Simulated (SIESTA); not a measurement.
Here is a SIESTA 5.4.2 calculation.

File Cu.fdf:

```
SystemName                      Cu
SystemLabel                     Cu
NumberOfSpecies                 1
NumberOfAtoms                   1
%block ChemicalSpeciesLabel
  1  29 Cu
%endblock ChemicalSpeciesLabel

LatticeConstant                 1.0 Ang
%block LatticeVectors
    -0.0044255800     1.7884307700     1.8385346600
     1.8229069400    -0.0174867600     1.8515958300
     1.7828182100     1.7614032200     0.0226019700
%endblock LatticeVectors
AtomicCoordinatesFormat         Fractional
%block AtomicCoordinatesAndAtomicSpecies
     0.0000000000     0.0000000000     0.0000000000  1  Cu
%endblock AtomicCoordinatesAndAtomicSpecies

%block kgrid.MonkhorstPack
   13   0   0  0.0
    0  12   0  0.0
    0   0  13  0.0
%endblock kgrid.MonkhorstPack
XC.Functional                   GGA
XC.Authors                      PBEsol
PAO.BasisSize                   DZP
PAO.EnergyShift                 0.003 Ry
Mesh.Cutoff                     800 Ry
OccupationFunction              FD
ElectronicTemperature           0.05 eV
MaxSCFIterations                120
SCF.MustConverge                false
SCF.Mixer.Method                Pulay
SCF.Mixer.Weight                0.25
SCF.Mixer.History               8
SCF.DM.Tolerance                5.0e-05
SCF.H.Tolerance                 1.0e-03 eV
WriteForces                     true
Charge.Mulliken                 end
%block PAO.Basis
  Cu 5
  n=3 0 2
    2.374 0.000
  n=4 0 2
    7.224 0.000
  n=3 1 2
    2.662 0.000
  n=4 1 1
    7.224
  n=3 2 2
    4.908 0.000
%endblock PAO.Basis
```

Potentials or basis: PseudoDojo 0.4 standard (PBEsol files), DZP (energy shift 0.003 Ry; two zetas on semicore shells).

Run with:

```bash
$ siesta < Cu.fdf > Cu.out 2>&1
```

Q: Predict the pressure.

A: -7.0 GPa.

Q: Predict the band gap on the k mesh.

A: None (metal or under the smearing width).

Stress tensor (GPa, compression positive):
```
-6.58  2.13 -0.86
 2.13 -6.35 -0.96
-0.86 -0.96 -8.03
```

Caveat: short orbitals over semicore shells can move pressures by several GPa; the basis of atomic orbitals isn't converged, which shifts pressures, moduli and gaps.
